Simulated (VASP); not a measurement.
# TiC (Fm-3m) in VASP: a series of runs

Aim: see how the results for TiC move with the level of theory and the settings. Levels: r2SCAN, LDA. Tasks: relaxation of cell and atoms.

Everything below comes from runs of VASP 6.6.1. Logs are shortened: lines on timing, memory, paths and dates and some standing lists are left out, and cuts for length are marked.

## 1. The structure

Symmetry: Fm-3m, No. 225, cubic system. The conventional cell has a = 4.319 Å, b = 4.319 Å, c = 4.319 Å, α = 90.00°, β = 90.00°, γ = 90.00°. Around Ti (site symmetry m-3m) lie 6 C at 2.16 Å. C (site symmetry m-3m) is surrounded by 6 Ti at 2.16 Å.

## 2. Relaxation of cell and atoms, r2SCAN

INCAR reads:

```
SYSTEM = TiC
  PREC = Accurate
  ENCUT = 600
  EDIFF = 1E-6
  ISMEAR = 1
  SIGMA = 0.1
  LREAL = .False.
  LASPH = .True.
  NELM = 80
  ALGO = Normal
  ISIF = 3
  LWAVE = .False.
  LCHARG = .False.
  METAGGA = R2SCAN
  LMIXTAU = .True.
  IBRION = 2
  NSW = 90
  EDIFFG = -0.01
```

KPOINTS reads:

```
Automatic mesh
0
Gamma
  14 14 14
  0 0 0
```

POSCAR reads:

```
TiC
1.0
    0.0000000000      2.1593000000      2.1593000000
    2.1593000000      0.0000000000      2.1593000000
    2.1593000000      2.1593000000      0.0000000000
Ti C
1 1
Direct
    0.0000000000      0.0000000000      0.0000000000
    0.5000000000      0.5000000000      0.5000000000
```

Potentials or basis: VASP PAW PBE potentials, release 64 (Ti_sv, C).

The run is started by

```bash
$ cat potpaw_PBE.64/Ti_sv/POTCAR potpaw_PBE.64/C/POTCAR > POTCAR
$ mpirun -np 1 vasp_std > vasp.out
```

OUTCAR:

```text
SYSTEM = TiC
   PREC = Accurate
   ENCUT = 600
   EDIFF = 1E-6
   ISMEAR = 1
   LREAL = .False.
   LASPH = .True.
   NELM = 80
   ISIF = 3
   METAGGA = R2SCAN
   IBRION = 2
   NSW = 90
   EDIFFG = -0.01

 ion  position               nearest neighbor table
   1  0.000  0.000  0.000-   2 2.16   2 2.16   2 2.16   2 2.16   2 2.16   2 2.16
   2  0.500  0.500  0.500-   1 2.16   1 2.16   1 2.16   1 2.16   1 2.16   1 2.16

  LATTYP: Found a face centered cubic cell.
 ALAT       =     4.3186000000

  Lattice vectors:

 A1 = (   0.0000000000,   2.1593000000,   2.1593000000)
 A2 = (   2.1593000000,   0.0000000000,   2.1593000000)
 A3 = (   2.1593000000,   2.1593000000,   0.0000000000)

Analysis of symmetry for initial positions (statically):
=====================================================================
 Subroutine PRICEL returns:
 Original cell was already a primitive cell.

 Routine SETGRP: Setting up the symmetry group for a
 face centered cubic supercell.

 Subroutine GETGRP returns: Found 48 space group operations
 (whereof 48 operations were pure point group operations)
 out of a pool of 48 trial point group operations.

The static configuration has the point symmetry O_h .

Analysis of symmetry for dynamics (positions and initial velocities):
=====================================================================
 Subroutine PRICEL returns:
 Original cell was already a primitive cell.

 Routine SETGRP: Setting up the symmetry group for a
 face centered cubic supercell.

 Subroutine GETGRP returns: Found 48 space group operations
 (whereof 48 operations were pure point group operations)
 out of a pool of 48 trial point group operations.

The dynamic configuration has the point symmetry O_h .

 Subroutine INISYM returns: Found 48 space group operations
 (whereof 48 operations are pure point group operations),
 and found     1 'primitive' translations

----------------------------------------------------------------------------------------

                                     Primitive cell

  volume of cell :      20.1358

  direct lattice vectors                    reciprocal lattice vectors
     0.000000000  2.159300000  2.159300000    -0.231556523  0.231556523  0.231556523
     2.159300000  0.000000000  2.159300000     0.231556523 -0.231556523  0.231556523
     2.159300000  2.159300000  0.000000000     0.231556523  0.231556523 -0.231556523

  length of vectors
     3.053711345  3.053711345  3.053711345     0.401067663  0.401067663  0.401067663

  position of ions in fractional coordinates (direct lattice)
[... 99 lines left out ...]
     AMIX_MAG =   1.60;   BMIX_MAG =  1.00
  volume/ion in A,a.u.               =      10.07        67.94
  Fermi-wavevector in a.u.,A,eV,Ry     =   1.516323  2.865436 31.283015  2.299237
  Thomas-Fermi vector in A             =   2.625728
   LORBIT       =      0    0 simple, 1 ext, 2 COOP (PROOUT), +10 PAW based schemes
   METAGGA = R2SCAN    functional components
   LHFCALC =     F    Hartree Fock is set to
   AEXX    =    0.0000 exact exchange contribution
   IVDW    =     0    specifies the selected vdW correction
   LEPSILON=     F    determine dielectric tensor
   LRPA    =     F    only Hartree local field effects (RPA)
 conjugate gradient relaxation of ions
 non-spin polarized calculation
 Methfessel and Paxton  Order N= 1 SIGMA  =   0.10
  energy-cutoff  :      600.00
  volume of cell :       20.14
 maximum number of plane-waves:       692
   NGX = 13   NGY = 13   NGZ = 13

--------------------------------------- Ionic step        1  -------------------------------------------

 number of electron      16.0000002 magnetization

 Free energy of the ion-electron system (eV)
  ---------------------------------------------------
  ext. energy  EPLUGINS =         0.00000000
  ---------------------------------------------------
  free energy    TOTEN  =       -24.86900477 eV

  energy without entropy =      -24.86902057  energy(sigma->0) =      -24.86901004

------------------------ aborting loop because EDIFF is reached ----------------------------------------

  FORCE on cell =-STRESS in cart. coord.  units (eV):
  Direction    XX          YY          ZZ          XY          YZ          ZX
  --------------------------------------------------------------------------------------
  -------------------------------------------------------------------------------------
  Total        0.3384939      0.3384939      0.3384939      0.0000000      0.0000000     -0.0000000
  in kB       26.9334840     26.9334840     26.9334840      0.0000000      0.0000000     -0.0000000
  external PRESSURE =      26.9334840 kB  Pullay stress =       0.0000000 kB
[... 59 lines left out ...]
--------------------------------------- Ionic step        3  -------------------------------------------

 number of electron      16.0000000 magnetization

 Free energy of the ion-electron system (eV)
  ---------------------------------------------------
  ext. energy  EPLUGINS =         0.00000000
  ---------------------------------------------------
  free energy    TOTEN  =       -24.87050523 eV

  energy without entropy =      -24.87051158  energy(sigma->0) =      -24.87050735

 E-fermi :   9.4831     XC(G=0): -13.5852

 val. band max:        9.3956501291   @ k =   0.1429   0.1429   0.0000
 cond. band min:       9.5168682250   @ k =   0.3571   0.2857   0.0000
 fundamental gap:      0.1212180959
 Fermi energy:         9.4830577033

 k-point     1 :       0.0000    0.0000    0.0000
  band No.  band energies     occupation
      1     -49.4947      2.00000
      2     -24.4737      2.00000
      3     -24.4736      2.00000
      4     -24.4736      2.00000
      5      -3.7204      2.00000
      6      10.3481     -0.00000
      7      10.3481     -0.00000
      8      10.3482     -0.00000
      9      11.1473     -0.00000
     10      11.1473     -0.00000
     11      11.1473     -0.00000
     12      11.2002     -0.00000
[... 331 lines left out ...]
 k-point    24 :       0.2857    0.1429    0.0000
  band No.  band energies     occupation
      1     -49.4501      2.00000
      2     -24.7252      2.00000
      3     -24.5350      2.00000
      4     -24.5258      2.00000
      5      -2.2470      2.00000
      6       6.0846      2.00000
      7       7.7633      2.00000
      8       8.2659      2.00000
      9      10.4470     -0.00000
     10      11.9077      0.00000
     11      13.1056      0.00000
     12      14.1902      0.00000

 [... further k-points ...]
[... 5 lines left out ...]
  --------------------------------------------------------------------------------------
  -------------------------------------------------------------------------------------
  Total        0.0050464      0.0050464      0.0050464     -0.0000000      0.0000000     -0.0000000
  in kB        0.3977718      0.3977718      0.3977718     -0.0000000      0.0000000     -0.0000000
  external PRESSURE =       0.3977718 kB  Pullay stress =       0.0000000 kB
[... 17 lines left out ...]
  FREE ENERGIE OF THE ION-ELECTRON SYSTEM (eV)
  ---------------------------------------------------
  free  energy   TOTEN  =       -24.8705052328 eV

  energy  without entropy=      -24.8705115761  energy(sigma->0) =      -24.87050735

 reached required accuracy - stopping structural energy minimisation
```

CONTCAR:

```text
TiC
   1.00000000000000
     0.0000000000000000    2.1660913092803882    2.1660913092803882
     2.1660913092803882    0.0000000000000000    2.1660913092803882
     2.1660913092803882    2.1660913092803882   -0.0000000000000000
  Ti              C
     1     1
Direct
     0.0000000000000000    0.0000000000000000    0.0000000000000000
     0.5000000000000000    0.5000000000000000    0.5000000000000000

  0.00000000E+00  0.00000000E+00  0.00000000E+00
  0.00000000E+00  0.00000000E+00  0.00000000E+00
```

It took 2.6 min on 1 thread of Intel Xeon Platinum 8488C (Sapphire Rapids), shared host; peak memory 0.17 GiB.

Results:

```yaml
Free_energy: -24.8705 eV
Relaxed_volume: 10.16 Å³/atom
Relaxed_cell: a = 3.063 Å, b = 3.063 Å, c = 3.063 Å, α = 60.00°, β = 60.00°, γ = 60.00°
Space_group_after_relaxing_to_0.05_Å: Fm-3m (No. 225)
Energy_gained_by_relaxing: 0.8 meV/atom
Ionic_steps: 3
Pressure_after_relaxing: 0.0 GPa
Band_gap_on_the_k_mesh: none (metal or under the smearing width)
```

The path:
```csv
step,energy change (eV),largest force (eV/Å),pressure (GPa),volume (Å³)
1,0.0000,0.0000,2.69,20.14
2,0.0021,0.0000,-3.73,20.63
3,-0.0015,0.0000,0.04,20.33
```

Final structure:
```
CELL_PARAMETERS angstrom
0.00000 2.16609 2.16609
2.16609 0.00000 2.16609
2.16609 2.16609 0.00000
ATOMIC_POSITIONS crystal
Ti 0.00000 0.00000 0.00000
C 0.50000 0.50000 0.50000
```

Caveat: the PAW data sets were made with another functional, which shifts forces and pressure a little. Zero-point motion and thermal expansion aren't in these numbers.

## 3. Relaxation of cell and atoms, r2SCAN

This run uses another cell than the first one, of 10.16 Å³/atom, 1.009 times its volume.

INCAR, as its differences from that of step 2:

```diff
@@ -3,3 +3,3 @@
   ENCUT = 600
-  EDIFF = 1E-6
+  EDIFF = 1E-7
   ISMEAR = 1
@@ -17,2 +17,2 @@
   NSW = 90
-  EDIFFG = -0.01
+  EDIFFG = -0.005
```

KPOINTS is that of step 2.

POSCAR reads:

```
TiC                                     
1.0
    0.0000000000      2.1660913093      2.1660913093
    2.1660913093      0.0000000000      2.1660913093
    2.1660913093      2.1660913093     -0.0000000000
  Ti              C             
     1     1
Direct
     0.0000000000000000    0.0000000000000000    0.0000000000000000
     0.5000000000000000    0.5000000000000000    0.5000000000000000
```

Potentials or basis: VASP PAW PBE potentials, release 64 (Ti_sv, C).

The run is started by

```bash
$ cat potpaw_PBE.64/Ti_sv/POTCAR potpaw_PBE.64/C/POTCAR > POTCAR
$ mpirun -np 1 vasp_std > vasp.out
```

OUTCAR:

```text
SYSTEM = TiC
   PREC = Accurate
   ENCUT = 600
   EDIFF = 1E-7
   ISMEAR = 1
   LREAL = .False.
   LASPH = .True.
   NELM = 80
   ISIF = 3
   METAGGA = R2SCAN
   IBRION = 2
   NSW = 90
   EDIFFG = -0.005

 ion  position               nearest neighbor table
   1  0.000  0.000  0.000-   2 2.17   2 2.17   2 2.17   2 2.17   2 2.17   2 2.17
   2  0.500  0.500  0.500-   1 2.17   1 2.17   1 2.17   1 2.17   1 2.17   1 2.17

  LATTYP: Found a face centered cubic cell.
 ALAT       =     4.3321826186

  Lattice vectors:

 A1 = (   0.0000000000,   2.1660913093,   2.1660913093)
 A2 = (   2.1660913093,   0.0000000000,   2.1660913093)
 A3 = (   2.1660913093,   2.1660913093,   0.0000000000)

Analysis of symmetry for initial positions (statically):
=====================================================================
 Subroutine PRICEL returns:
 Original cell was already a primitive cell.

 Routine SETGRP: Setting up the symmetry group for a
 face centered cubic supercell.

 Subroutine GETGRP returns: Found 48 space group operations
 (whereof 48 operations were pure point group operations)
 out of a pool of 48 trial point group operations.

The static configuration has the point symmetry O_h .

Analysis of symmetry for dynamics (positions and initial velocities):
=====================================================================
 Subroutine PRICEL returns:
 Original cell was already a primitive cell.

 Routine SETGRP: Setting up the symmetry group for a
 face centered cubic supercell.

 Subroutine GETGRP returns: Found 48 space group operations
 (whereof 48 operations were pure point group operations)
 out of a pool of 48 trial point group operations.

The dynamic configuration has the point symmetry O_h .

 Subroutine INISYM returns: Found 48 space group operations
 (whereof 48 operations are pure point group operations),
 and found     1 'primitive' translations

----------------------------------------------------------------------------------------

                                     Primitive cell

[... 117 lines left out ...]
   AEXX    =    0.0000 exact exchange contribution
   IVDW    =     0    specifies the selected vdW correction
   LEPSILON=     F    determine dielectric tensor
   LRPA    =     F    only Hartree local field effects (RPA)
 conjugate gradient relaxation of ions
 non-spin polarized calculation
 Methfessel and Paxton  Order N= 1 SIGMA  =   0.10
  energy-cutoff  :      600.00
  volume of cell :       20.33
 maximum number of plane-waves:       700
   NGX = 13   NGY = 13   NGZ = 13

 number of electron      16.0000000 magnetization

 Free energy of the ion-electron system (eV)
  ---------------------------------------------------
  ext. energy  EPLUGINS =         0.00000000
  ---------------------------------------------------
  free energy    TOTEN  =       -24.87077385 eV

  energy without entropy =      -24.87078015  energy(sigma->0) =      -24.87077595

 E-fermi :   9.4831     XC(G=0): -13.5852

 val. band max:        9.3956594145   @ k =   0.1429   0.1429   0.0000
 cond. band min:       9.5168945545   @ k =   0.3571   0.2857   0.0000
 fundamental gap:      0.1212351400
 Fermi energy:         9.4830766601

 k-point     1 :       0.0000    0.0000    0.0000
  band No.  band energies     occupation
      1     -49.4947      2.00000
      2     -24.4736      2.00000
      3     -24.4736      2.00000
      4     -24.4736      2.00000
      5      -3.7204      2.00000
      6      10.3482     -0.00000
      7      10.3482     -0.00000
      8      10.3482     -0.00000
      9      11.1473     -0.00000
     10      11.1473     -0.00000
     11      11.1473     -0.00000
     12      11.2002     -0.00000
[... 331 lines left out ...]
 k-point    24 :       0.2857    0.1429    0.0000
  band No.  band energies     occupation
      1     -49.4501      2.00000
      2     -24.7252      2.00000
      3     -24.5350      2.00000
      4     -24.5258      2.00000
      5      -2.2469      2.00000
      6       6.0845      2.00000
      7       7.7633      2.00000
      8       8.2659      2.00000
      9      10.4470     -0.00000
     10      11.9078      0.00000
     11      13.1056      0.00000
     12      14.1903      0.00000

 [... further k-points ...]
[... 5 lines left out ...]
  --------------------------------------------------------------------------------------
  -------------------------------------------------------------------------------------
  Total        0.0030751      0.0030751      0.0030751      0.0000000     -0.0000000     -0.0000000
  in kB        0.2423891      0.2423891      0.2423891      0.0000000     -0.0000000     -0.0000000
  external PRESSURE =       0.2423891 kB  Pullay stress =       0.0000000 kB

 VOLUME and BASIS-vectors are now :
 -----------------------------------------------------------------------------
  energy-cutoff  :      600.00
  volume of cell :       20.33
      direct lattice vectors                 reciprocal lattice vectors
     0.000000000  2.166091309  2.166091309    -0.230830528  0.230830528  0.230830528
     2.166091309  0.000000000  2.166091309     0.230830528 -0.230830528  0.230830528
     2.166091309  2.166091309  0.000000000     0.230830528  0.230830528 -0.230830528

 POSITION                                       TOTAL-FORCE (eV/Angst)
 -----------------------------------------------------------------------------------
      0.00000      0.00000      0.00000        -0.000000      0.000000     -0.000000
      2.16609      2.16609      2.16609         0.000000     -0.000000      0.000000
 -----------------------------------------------------------------------------------
    total drift:                                0.000000     -0.000000     -0.000000

  FREE ENERGIE OF THE ION-ELECTRON SYSTEM (eV)
  ---------------------------------------------------
  free  energy   TOTEN  =       -24.8707738450 eV

  energy  without entropy=      -24.8707801503  energy(sigma->0) =      -24.87077595

 reached required accuracy - stopping structural energy minimisation
```

CONTCAR:

```text
TiC
   1.00000000000000
     0.0000000000000000    2.1660913093000000    2.1660913093000000
     2.1660913093000000    0.0000000000000000    2.1660913093000000
     2.1660913093000000    2.1660913093000000    0.0000000000000000
  Ti              C
     1     1
Direct
     0.0000000000000000    0.0000000000000000    0.0000000000000000
     0.5000000000000000    0.5000000000000000    0.5000000000000000

  0.00000000E+00  0.00000000E+00  0.00000000E+00
  0.00000000E+00  0.00000000E+00  0.00000000E+00
```

It took 73 s on 1 thread of Intel Xeon Platinum 8488C (Sapphire Rapids), shared host; peak memory 0.17 GiB.

What came out:

- Free energy: -24.8708 eV
- Pressure after relaxing: 0.0 GPa
- Band gap on the k mesh: none (metal or under the smearing width)

Final structure:
```yaml
crystal:
  lattice:
    - [0.00000, 2.16609, 2.16609]
    - [2.16609, 0.00000, 2.16609]
    - [2.16609, 2.16609, 0.00000]
  atoms:
    - { symbol: Ti, position: [0.00000, 0.00000, 0.00000] }
    - { symbol: C, position: [0.50000, 0.50000, 0.50000] }
```

Caveat: the relaxation stopped at its first step, so nothing moved; the PAW data sets were made with another functional, which shifts forces and pressure a little.

[end of part 1 of 2]
